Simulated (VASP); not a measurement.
Input of a VASP 6.6.1 run:

INCAR

```
  ALGO = Fast
  EDIFF = 1E-6
  ENCUT = 520
  GGA = PS
  GGA_COMPAT = False
  ISIF = 2
  ISMEAR = 0
  LASPH = True
  LCHARG = False
  LORBIT = 11
  LREAL = False
  LSORBIT = True
  LWAVE = False
  MAGMOM = 0 0 0 0 0 0
  NBANDS = 32
  NELM = 80
  PREC = Accurate
  SIGMA = 0.03
```

Contents of KPOINTS:

```
k-points
0
Gamma
  6 6 6
```

File POSCAR:

```
CdS                                     
1.0
    0.0000000000      2.9176352628      2.9176352628
    2.9176352628      0.0000000000      2.9176352628
    2.9176352628      2.9176352628      0.0000000000
  Cd              S             
     1     1
Direct
     1.0000000000000000    1.0000000000000000    1.0000000000000000
     0.2500000000000000    0.2500000000000000    0.2500000000000000
```

The input KPOINTS_OPT:

```
explicit points
109
Reciprocal
 0.0000000000  0.0000000000  0.0000000000 1
 0.0555555556  0.0000000000  0.0555555556 1
 0.1111111111  0.0000000000  0.1111111111 1
 0.1666666667  0.0000000000  0.1666666667 1
 0.2222222222  0.0000000000  0.2222222222 1
 0.2777777778  0.0000000000  0.2777777778 1
 0.3333333333  0.0000000000  0.3333333333 1
 0.3888888889  0.0000000000  0.3888888889 1
 0.4444444444  0.0000000000  0.4444444444 1
 0.5000000000  0.0000000000  0.5000000000 1
 0.5000000000  0.0000000000  0.5000000000 1
 0.5000000000  0.0277777778  0.5277777778 1
 0.5000000000  0.0555555556  0.5555555556 1
 0.5000000000  0.0833333333  0.5833333333 1
 0.5000000000  0.1111111111  0.6111111111 1
 0.5000000000  0.1388888889  0.6388888889 1
 0.5000000000  0.1666666667  0.6666666667 1
 0.5000000000  0.1944444444  0.6944444444 1
 0.5000000000  0.2222222222  0.7222222222 1
 0.5000000000  0.2500000000  0.7500000000 1
 0.5000000000  0.2500000000  0.7500000000 1
 0.4861111111  0.2638888889  0.7500000000 1
 0.4722222222  0.2777777778  0.7500000000 1
 0.4583333333  0.2916666667  0.7500000000 1
 0.4444444444  0.3055555556  0.7500000000 1
 0.4305555556  0.3194444444  0.7500000000 1
 0.4166666667  0.3333333333  0.7500000000 1
 0.4027777778  0.3472222222  0.7500000000 1
 0.3888888889  0.3611111111  0.7500000000 1
 0.3750000000  0.3750000000  0.7500000000 1
 0.3750000000  0.3750000000  0.7500000000 1
 0.3333333333  0.3333333333  0.6666666667 1
 0.2916666667  0.2916666667  0.5833333333 1
 0.2500000000  0.2500000000  0.5000000000 1
 0.2083333333  0.2083333333  0.4166666667 1
 0.1666666667  0.1666666667  0.3333333333 1
 0.1250000000  0.1250000000  0.2500000000 1
 0.0833333333  0.0833333333  0.1666666667 1
 0.0416666667  0.0416666667  0.0833333333 1
 0.0000000000  0.0000000000  0.0000000000 1
 0.0000000000  0.0000000000  0.0000000000 1
 0.0555555556  0.0555555556  0.0555555556 1
 0.1111111111  0.1111111111  0.1111111111 1
 0.1666666667  0.1666666667  0.1666666667 1
 0.2222222222  0.2222222222  0.2222222222 1
 0.2777777778  0.2777777778  0.2777777778 1
 0.3333333333  0.3333333333  0.3333333333 1
 0.3888888889  0.3888888889  0.3888888889 1
 0.4444444444  0.4444444444  0.4444444444 1
 0.5000000000  0.5000000000  0.5000000000 1
 0.5000000000  0.5000000000  0.5000000000 1
 0.5138888889  0.4722222222  0.5138888889 1
 0.5277777778  0.4444444444  0.5277777778 1
 0.5416666667  0.4166666667  0.5416666667 1
 0.5555555556  0.3888888889  0.5555555556 1
 0.5694444444  0.3611111111  0.5694444444 1
 0.5833333333  0.3333333333  0.5833333333 1
 0.5972222222  0.3055555556  0.5972222222 1
 0.6111111111  0.2777777778  0.6111111111 1
 0.6250000000  0.2500000000  0.6250000000 1
 0.6250000000  0.2500000000  0.6250000000 1
 0.6111111111  0.2500000000  0.6388888889 1
 0.5972222222  0.2500000000  0.6527777778 1
 0.5833333333  0.2500000000  0.6666666667 1
 0.5694444444  0.2500000000  0.6805555556 1
 0.5555555556  0.2500000000  0.6944444444 1
 0.5416666667  0.2500000000  0.7083333333 1
 0.5277777778  0.2500000000  0.7222222222 1
 0.5138888889  0.2500000000  0.7361111111 1
 0.5000000000  0.2500000000  0.7500000000 1
 0.5000000000  0.2500000000  0.7500000000 1
 0.5000000000  0.2777777778  0.7222222222 1
 0.5000000000  0.3055555556  0.6944444444 1
 0.5000000000  0.3333333333  0.6666666667 1
 0.5000000000  0.3611111111  0.6388888889 1
 0.5000000000  0.3888888889  0.6111111111 1
 0.5000000000  0.4166666667  0.5833333333 1
 0.5000000000  0.4444444444  0.5555555556 1
 0.5000000000  0.4722222222  0.5277777778 1
 0.5000000000  0.5000000000  0.5000000000 1
 0.5000000000  0.5000000000  0.5000000000 1
 0.4861111111  0.4861111111  0.5277777778 1
 0.4722222222  0.4722222222  0.5555555556 1
 0.4583333333  0.4583333333  0.5833333333 1
 0.4444444444  0.4444444444  0.6111111111 1
 0.4305555556  0.4305555556  0.6388888889 1
 0.4166666667  0.4166666667  0.6666666667 1
 0.4027777778  0.4027777778  0.6944444444 1
 0.3888888889  0.3888888889  0.7222222222 1
 0.3750000000  0.3750000000  0.7500000000 1
 0.6250000000  0.2500000000  0.6250000000 1
 0.6111111111  0.2222222222  0.6111111111 1
 0.5972222222  0.1944444444  0.5972222222 1
 0.5833333333  0.1666666667  0.5833333333 1
 0.5694444444  0.1388888889  0.5694444444 1
 0.5555555556  0.1111111111  0.5555555556 1
 0.5416666667  0.0833333333  0.5416666667 1
 0.5277777778  0.0555555556  0.5277777778 1
 0.5138888889  0.0277777778  0.5138888889 1
 0.5000000000  0.0000000000  0.5000000000 1
 0.0000000000  0.0000000000  0.0000000000 1
 0.3750000000  0.3750000000  0.7500000000 1
 0.5000000000  0.5000000000  0.5000000000 1
 0.6250000000  0.2500000000  0.6250000000 1
 0.5000000000  0.2500000000  0.7500000000 1
 0.5000000000  0.0000000000  0.5000000000 1
 0.4000000000  0.0000000000  0.4000000000 1
 0.4250000000  0.0000000000  0.4250000000 1
 0.4500000000  0.0000000000  0.4500000000 1
```

Potentials or basis: VASP PAW PBE potentials, release 64 (Cd, S).

Command:

```bash
$ cat potpaw_PBE.64/Cd/POTCAR potpaw_PBE.64/S/POTCAR > POTCAR
$ mpirun -np 1 vasp_ncl > vasp.out
```

Estimate the pressure.

0.0 GPa.

Caveat: the PAW data sets were made with another functional, which shifts forces and pressure a little.
